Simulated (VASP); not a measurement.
# C (Fd-3m) in VASP: notebook, part 2 of 2

VASP 6.6.1. The steps go on from the part before.

## (4) Band structure, r2SCAN-EpsX

Contents of POSCAR:

```
C
1.0
    0.0000000000      1.7833700000      1.7833700000
    1.7833700000      0.0000000000      1.7833700000
    1.7833700000      1.7833700000      0.0000000000
C
2
Direct
    0.7500000000      0.7500000000      0.7500000000
    0.5000000000      0.5000000000      0.5000000000
```

Contents of INCAR.step1:

```
SYSTEM = C
PREC = Accurate ; ENCUT = 520
EDIFF = 1E-8 ; ISMEAR = 0
SIGMA = 0.02 ; LREAL = .FALSE.
LASPH = .TRUE. ; NELM = 60
ALGO = Normal ; ISIF = 2
LWAVE = .FALSE. ; LCHARG = .FALSE.
GGA = PE ; LEPSILON = .TRUE.
KPAR = 4
```

Contents of KPOINTS.step1:

```
Automatic mesh
0
G
  14 14 14
  0 0 0
```

Contents of INCAR.step2:

```
SYSTEM = C
PREC = Accurate ; ENCUT = 520
EDIFF = 1E-5 ; ISMEAR = 0
SIGMA = 0.02 ; LREAL = .FALSE.
LASPH = .TRUE. ; NELM = 60
ALGO = Normal ; ISIF = 2
LWAVE = .TRUE. ; LCHARG = .FALSE.
GGA = PE ; KPAR = 4
```

Contents of KPOINTS.step2:

```
Automatic mesh
0
G
  8 8 8
  0 0 0
```

Contents of INCAR.step3:

```
SYSTEM = C
PREC = Accurate ; ENCUT = 520
EDIFF = 1E-7 ; ISMEAR = 0
SIGMA = 0.02 ; LREAL = .FALSE.
LASPH = .TRUE. ; NELM = 60
ALGO = Normal ; ISIF = 2
LWAVE = .FALSE. ; LCHARG = .FALSE.
METAGGA = R2SCAN ; LHFCALC = .TRUE.
AEXX = 0.171 ; LMIXTAU = .TRUE.
PRECFOCK = Fast ; HFRCUT = -1
ISTART = 1 ; KPAR = 4
```

Contents of KPOINTS.step3:

```
Automatic mesh
0
G
  8 8 8
  0 0 0
```

Contents of KPOINTS_OPT:

```
path GXWKGLUWLK,UX
8
line-mode
reciprocal
 0.0000000000  0.0000000000  0.0000000000  G
 0.5000000000  0.0000000000  0.5000000000  X

 0.5000000000  0.0000000000  0.5000000000  X
 0.5000000000  0.2500000000  0.7500000000  W

 0.5000000000  0.2500000000  0.7500000000  W
 0.3750000000  0.3750000000  0.7500000000  K

 0.3750000000  0.3750000000  0.7500000000  K
 0.0000000000  0.0000000000  0.0000000000  G

 0.0000000000  0.0000000000  0.0000000000  G
 0.5000000000  0.5000000000  0.5000000000  L

 0.5000000000  0.5000000000  0.5000000000  L
 0.6250000000  0.2500000000  0.6250000000  U

 0.6250000000  0.2500000000  0.6250000000  U
 0.5000000000  0.2500000000  0.7500000000  W

 0.5000000000  0.2500000000  0.7500000000  W
 0.5000000000  0.5000000000  0.5000000000  L

 0.5000000000  0.5000000000  0.5000000000  L
 0.3750000000  0.3750000000  0.7500000000  K

 0.6250000000  0.2500000000  0.6250000000  U
 0.5000000000  0.0000000000  0.5000000000  X
```

Potentials or basis: VASP PAW PBE potentials, release 64 (C).

Launch:

```sh
$ cat potpaw_PBE.64/C/POTCAR > POTCAR
$ cp INCAR.step1 INCAR
$ cp KPOINTS.step1 KPOINTS
$ mpirun -np 4 vasp_std > vasp.out
$ cp INCAR.step2 INCAR
$ cp KPOINTS.step2 KPOINTS
$ mpirun -np 4 vasp_std > vasp.out
$ cp INCAR.step3 INCAR
$ cp KPOINTS.step3 KPOINTS
$ mpirun -np 4 vasp_std > vasp.out
```

OUTCAR:

```text
SYSTEM = C
   PREC = Accurate
   ENCUT = 520
   EDIFF = 1E-7
   ISMEAR = 0
   LREAL = .FALSE.
   LASPH = .TRUE.
   NELM = 60
   ISIF = 2
   METAGGA = R2SCAN
   LHFCALC = .TRUE.
   AEXX = 0.171
   PRECFOCK = Fast
   ISTART = 1

 ion  position               nearest neighbor table
   1  0.750  0.750  0.750-   2 1.54   2 1.54   2 1.54   2 1.54
   2  0.500  0.500  0.500-   1 1.54   1 1.54   1 1.54   1 1.54

  LATTYP: Found a face centered cubic cell.
 ALAT       =     3.5667400000

  Lattice vectors:

 A1 = (   0.0000000000,   1.7833700000,   1.7833700000)
 A2 = (   1.7833700000,   0.0000000000,   1.7833700000)
 A3 = (   1.7833700000,   1.7833700000,   0.0000000000)

Analysis of symmetry for initial positions (statically):
=====================================================================
 Subroutine PRICEL returns:
 Original cell was already a primitive cell.

 Routine SETGRP: Setting up the symmetry group for a
 face centered cubic supercell.

 Subroutine GETGRP returns: Found 48 space group operations
 (whereof 24 operations were pure point group operations)
 out of a pool of 48 trial point group operations.

The static configuration has the point symmetry T_d .
 The point group associated with its full space group is O_h .

Analysis of symmetry for dynamics (positions and initial velocities):
=====================================================================
 Subroutine PRICEL returns:
 Original cell was already a primitive cell.

 Routine SETGRP: Setting up the symmetry group for a
 face centered cubic supercell.

 Subroutine GETGRP returns: Found 48 space group operations
[... 129 lines left out ...]
   METAGGA = R2SCAN    functional components
   LHFCALC =     T    Hartree Fock is set to
   PRECFOCK=fast      Normal, Fast or Accurate (Low or Medium for compatibility)
   ENCUT4O =  -1.0   cutoff for four orbital integrals eV
   NKREDX  =     1    reduce k-point grid by
   NKREDY  =     1    reduce k-point grid by
   NKREDZ  =     1    reduce k-point grid by
   AEXX    =    0.1710 exact exchange contribution
   HFSCREEN=    0.0000 screening length (either q_TF or 0.3 A-1)
   HFSCREENC=   0.0000 screening length for correlation (either q_TF or 0.3 A-1)
   ENCUTFOCK=  -1.0 apply spherical cutoff to Coloumb kernel
   IVDW    =     0    specifies the selected vdW correction
   LEPSILON=     F    determine dielectric tensor
   LRPA    =     F    only Hartree local field effects (RPA)
 non-spin polarized calculation
 Gauss-broadening in eV      SIGMA  =   0.02
  energy-cutoff  :      520.00
  volume of cell :       11.34
 maximum number of plane-waves:       314
  NGX = 12; NGY = 12; NGZ = 12

 number of electron       7.9999999 magnetization

 Free energy of the ion-electron system (eV)
  ---------------------------------------------------
  ext. energy  EPLUGINS =         0.00000000
  ---------------------------------------------------
  free energy    TOTEN  =       -22.05249950 eV

  energy without entropy =      -22.05249950  energy(sigma->0) =      -22.05249950

 E-fermi :   9.2736     XC(G=0): -12.0440

 val. band max:        9.0745274889   @ k =   0.0000   0.0000   0.0000
 cond. band min:      14.6165265660   @ k =   0.3750   0.3750   0.0000
 fundamental gap:      5.5419990771
 Fermi energy:         9.2736074717

 k-point     1 :       0.0000    0.0000    0.0000
  band No.  band energies     occupation
      1     -14.7750      2.00000
      2       9.0745      2.00000
      3       9.0745      2.00000
      4       9.0745      2.00000
      5      16.2397      0.00000
      6      16.2397      0.00000
      7      16.2397      0.00000
      8      24.5552      0.00000
[... 243 lines left out ...]
 k-point    24 :      -0.3750    0.2500    0.1250
  band No.  band energies     occupation
      1      -7.4492      2.00000
      2      -4.6358      2.00000
      3       2.0069      2.00000
      4       3.8690      2.00000
      5      19.1895      0.00000
      6      20.4146      0.00000
      7      24.4918      0.00000
      8      26.5134      0.00000

 [... further k-points ...]

------------------------ aborting loop because EDIFF is reached ----------------------------------------

  FORCE on cell =-STRESS in cart. coord.  units (eV):
  Direction    XX          YY          ZZ          XY          YZ          ZX
  --------------------------------------------------------------------------------------
  -------------------------------------------------------------------------------------
  Total       -0.4866199     -0.4866199     -0.4866199     -0.0000000      0.0000000     -0.0000000
  in kB      -68.7299617    -68.7299617    -68.7299617     -0.0000000      0.0000000     -0.0000000
  external PRESSURE =     -68.7299617 kB  Pullay stress =       0.0000000 kB

 VOLUME and BASIS-vectors are now :
 -----------------------------------------------------------------------------
  energy-cutoff  :      520.00
  volume of cell :       11.34
      direct lattice vectors                 reciprocal lattice vectors
     0.000000000  1.783370000  1.783370000    -0.280368067  0.280368067  0.280368067
     1.783370000  0.000000000  1.783370000     0.280368067 -0.280368067  0.280368067
     1.783370000  1.783370000  0.000000000     0.280368067  0.280368067 -0.280368067

 POSITION                                       TOTAL-FORCE (eV/Angst)
 -----------------------------------------------------------------------------------
      2.67505      2.67505      2.67505         0.000000      0.000000      0.000000
      1.78337      1.78337      1.78337        -0.000000     -0.000000     -0.000000
 -----------------------------------------------------------------------------------
    total drift:                               -0.000000     -0.000000      0.000000

  FREE ENERGIE OF THE ION-ELECTRON SYSTEM (eV)
  ---------------------------------------------------
  free  energy   TOTEN  =       -22.0524994964 eV

  energy  without entropy=      -22.0524994964  energy(sigma->0) =      -22.05249950
```

OUTCAR.step1:

```text
SYSTEM = C
   PREC = Accurate
   ENCUT = 520
   EDIFF = 1E-8
   ISMEAR = 0
   LREAL = .FALSE.
   LASPH = .TRUE.
   NELM = 60
   ISIF = 2
[... 551 lines left out ...]
  x     0.00000     0.00000     0.00000     0.00000     0.00000     0.00000
  y     0.00000     0.00000     0.00000     0.00000     0.00000     0.00000
  z     0.00000     0.00000     0.00000    -0.00000     0.00000     0.00000

 BORN EFFECTIVE CHARGES (including local field effects) (in |e|, cummulative output)
 ---------------------------------------------------------------------------------
 ion    1
    1     0.00000    -0.00000     0.00000
    2     0.00000     0.00000     0.00000
    3    -0.00000    -0.00000    -0.00000
 ion    2
    1    -0.00000     0.00000     0.00000
    2    -0.00000    -0.00000    -0.00000
    3     0.00000     0.00000     0.00000
```

OUTCAR.step2:

```text
SYSTEM = C
   PREC = Accurate
   ENCUT = 520
   EDIFF = 1E-5
   ISMEAR = 0
[... 490 lines left out ...]
      2.67505      2.67505      2.67505         0.000000      0.000000      0.000000
      1.78337      1.78337      1.78337        -0.000000     -0.000000     -0.000000
 -----------------------------------------------------------------------------------
    total drift:                                0.000000     -0.000000      0.000000

  FREE ENERGIE OF THE ION-ELECTRON SYSTEM (eV)
  ---------------------------------------------------
  free  energy   TOTEN  =       -18.1844429547 eV

  energy  without entropy=      -18.1844429547  energy(sigma->0) =      -18.18444295
```

It took 3 min on 4 MPI ranks of AMD EPYC 9R45 (Zen 5), shared host; peak memory 0.15 GiB.

Results:

```yaml
Free_energy: -22.0525 eV
Pressure: -6.9 GPa
Band_gap_on_the_k_mesh: 5.54 eV, indirect (least direct gap 7.17 eV)
Band_gap_along_the_path: 5.54 eV, indirect (least direct gap 7.17 eV)
```

Levels at the corners of the path, in eV from the valence-band top:
| point | band 1 | band 2 | band 3 | band 4 | band 5 | band 6 | band 7 | band 8 |
| --- | --- | --- | --- | --- | --- | --- | --- | --- |
| Γ | -23.85 | 0.00 | 0.00 | 0.00 | 7.17 | 7.17 | 7.17 | 15.48 |
| X | -14.33 | -14.33 | -7.00 | -7.00 | 6.21 | 6.21 | 19.73 | 19.73 |
| X | -14.33 | -14.33 | -7.00 | -7.00 | 6.21 | 6.21 | 19.73 | 19.73 |
| W | -13.51 | -13.51 | -9.16 | -9.16 | 12.65 | 12.65 | 14.56 | 14.56 |
| W | -13.51 | -13.51 | -9.16 | -9.16 | 12.65 | 12.65 | 14.56 | 14.56 |
| K | -14.64 | -13.18 | -10.24 | -5.97 | 7.21 | 12.78 | 16.97 | 18.32 |
| K | -14.64 | -13.18 | -10.24 | -5.97 | 7.21 | 12.78 | 16.97 | 18.32 |
| Γ | -23.85 | 0.00 | 0.00 | 0.00 | 7.17 | 7.17 | 7.17 | 15.48 |
| Γ | -23.85 | 0.00 | 0.00 | 0.00 | 7.17 | 7.17 | 7.17 | 15.48 |
| L | -17.64 | -14.78 | -3.14 | -3.14 | 10.31 | 10.31 | 10.56 | 18.25 |
| L | -17.64 | -14.78 | -3.14 | -3.14 | 10.31 | 10.31 | 10.56 | 18.25 |
| U | -14.64 | -13.18 | -10.24 | -5.97 | 7.21 | 12.78 | 16.97 | 18.32 |
| U | -14.64 | -13.18 | -10.24 | -5.97 | 7.21 | 12.78 | 16.97 | 18.32 |
| W | -13.51 | -13.51 | -9.16 | -9.16 | 12.65 | 12.65 | 14.56 | 14.56 |
| W | -13.51 | -13.51 | -9.16 | -9.16 | 12.65 | 12.65 | 14.56 | 14.56 |
| L | -17.64 | -14.78 | -3.14 | -3.14 | 10.31 | 10.31 | 10.56 | 18.25 |
| L | -17.64 | -14.78 | -3.14 | -3.14 | 10.31 | 10.31 | 10.56 | 18.25 |
| K | -14.64 | -13.18 | -10.24 | -5.97 | 7.21 | 12.78 | 16.97 | 18.32 |
| U | -14.64 | -13.18 | -10.24 | -5.97 | 7.21 | 12.78 | 16.97 | 18.32 |
| X | -14.33 | -14.33 | -7.00 | -7.00 | 6.21 | 6.21 | 19.73 | 19.73 |

Caveat: the PAW data sets were made with another functional, which shifts forces and pressure a little.

## (5) The runs side by side

```tsv
level	k mesh	smearing	exchange at q = 0	share of exact exchange	ladder	mesh quality	gap on the mesh (eV)	pressure (GPa)
r2SCAN-EpsX	7 × 7 × 7	fermi-dirac 0.05 eV	truncated	0.171	-	coarse	5.68	-6.9
HSE03	8 × 8 × 8	gaussian 0.02 eV	-	-	gaps	not flagged	5.05	-6.9
r2SCAN-EpsX	8 × 8 × 8	gaussian 0.02 eV	truncated	0.171	gaps	not flagged	5.54	-6.9
```

Alike in all rows: task band structure; potentials or basis VASP PAW PBE potentials, release 64 (C); no spin polarisation; cell as given; cutoff (eV) 520.

Caveats: some runs use coarse meshes; the PAW data sets were made with another functional, which shifts forces and pressure a little; the mesh misses the band edges, which the band path finds closer together (some runs).

Total energies depend on the potentials used, so only differences within one code and one set of settings carry meaning.
